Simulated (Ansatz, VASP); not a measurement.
## Two plane-wave programs on PbSe

```xyz
4
Lattice="0.0000 12.0008 3.1254 3.1182 0.0000 3.1254 3.1182 12.0008 0.0000" Properties=species:S:1:pos:R:3 pbc="T T T"
Pb    3.1182    4.6259    3.1129
Pb    3.1182   19.3757    3.1129
Se    3.1182   16.5472    3.0317
Se    3.1182    7.4544    3.0317
```

The cell comes from a database or a generator and needn't be the stable form of this composition.

Alike in both runs: task single point; functional PBEsol; k mesh 4 × 4 × 4; occupations gaussian, width 0.1 eV; no spin polarisation.

|  | VASP | Ansatz |
| --- | --- | --- |
| version | VASP 6.6.1 | Ansatz 0.2.0 |
| potentials or method | VASP PAW PBE potentials, release 64 (Pb_d, Se) | scalar-relativistic, plane waves, PAW |
| plane-wave cutoff (eV) | 520 | 420 |
| valence electrons in the cell | 40 | 60 |

VASP gave:

- gap on the k mesh at the Fermi level (eV): 1.64
- least direct gap on the mesh (eV): 1.64
- pressure (GPa): -1.2
- largest component of the traceless stress (GPa): 0.21
- rms of the force components (eV/Å): 0.150

Task: What did Ansatz give for the same quantities?

Result: gap on the k mesh at the Fermi level (eV): 1.64; least direct gap on the mesh (eV): 1.64; pressure (GPa): -1.2; largest component of the traceless stress (GPa): 0.20; rms of the force components (eV/Å): 0.155.

Atom by atom the forces differ by 0.005 eV/Å (rms over components). The functional is the same, so the differences come from potentials, cutoffs and numerics. The two sets of potentials don't hold the same shells in valence.

Caveats: the PAW data sets were made with another functional, which shifts forces and pressure a little (VASP); spin-orbit coupling is left out, which as a rule narrows the gap of such compounds by several tenths of an eV. A k mesh can miss the band edges.
